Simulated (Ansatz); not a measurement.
GaN in the wurtzite structure, relaxed with r2SCAN in Ansatz 0.2.0: it is hexagonal, P6_3mc (No. 186); a = 3.183 Å, c = 5.184 Å in the conventional setting, 11.37 Å³ an atom. Ga is surrounded by 4 N at 1.95 Å; N is surrounded by 4 Ga at 1.95 Å. It was then strained (uniaxial along z, other directions held), atoms relaxed again within the symmetry left. Unstrained, HSE06 gives 3.199 eV (Γ, 6×6×4 mesh), and the band edges keep their places in every row. Stress is positive in compression. (Simulation; spin polarisation is off.)

Axes as in this cell:
```yaml
crystal:
  lattice:
    - [3.18315, 0.00000, 0.00000]
    - [-1.59157, 2.75669, 0.00000]
    - [0.00000, 0.00000, 5.18363]
  atoms:
    - { symbol: Ga, position: [0.33333, 0.66667, 0.99911] }
    - { symbol: Ga, position: [0.66667, 0.33333, 0.49911] }
    - { symbol: N, position: [0.33333, 0.66667, 0.37589] }
    - { symbol: N, position: [0.66667, 0.33333, 0.87589] }
```

```tsv
strain (%)	ε	ΔE_g, HSE06 (eV)	Δσ_zz, r2SCAN (GPa)	Δ(mean ε∞, r2SCAN)
-4.0	-0.0400	+0.237	+16.74	-0.16
-3.0	-0.0300	+0.189	+12.45	-0.13
-2.0	-0.0200	+0.139	+8.22	-0.09
+1.0	+0.0100	-0.114	-3.94	+0.06
+2.0	+0.0200	-0.230	-7.74	+0.11
+3.0	+0.0300	-0.348	-11.41	+0.18
+4.0	+0.0400	-0.468	-14.89	+0.25
```

**Fit ΔE_g = a x + b x² to these rows by least squares, with x = ε.** The normal equations take Σx² = 5.900e-03, Σx³ = 1.000e-06, Σx⁴ = 7.070e-06, ΣxΔE = -5.283e-02 and Σx²ΔE = -5.605e-04, and give a = -8.94 eV, b = -78.0 eV; the largest residual is 0.020 eV.

**Fit the change of σ_zz in the same way.** Δσ_zz = -396.6 x + (579) x² GPa. The slope, 397 GPa, is C₃₃ in these axes.

**Predict the withheld row at -1.0 % (x = -0.0100).** ΔE_g ≈ -8.94 × (-0.0100) + (-78.0) × (-0.0100)² = +0.082 eV, and Δσ_zz ≈ +4.02 GPa. The runs give +0.087 eV and +4.08 GPa, off by +0.005 eV and +0.06 GPa.

**Fit the last column too (unstrained value 5.42), and predict it for the withheld row.** Δ = +5.13 x + (28.0) x², which gives -0.05 at x = -0.0100; the run gives -0.05.
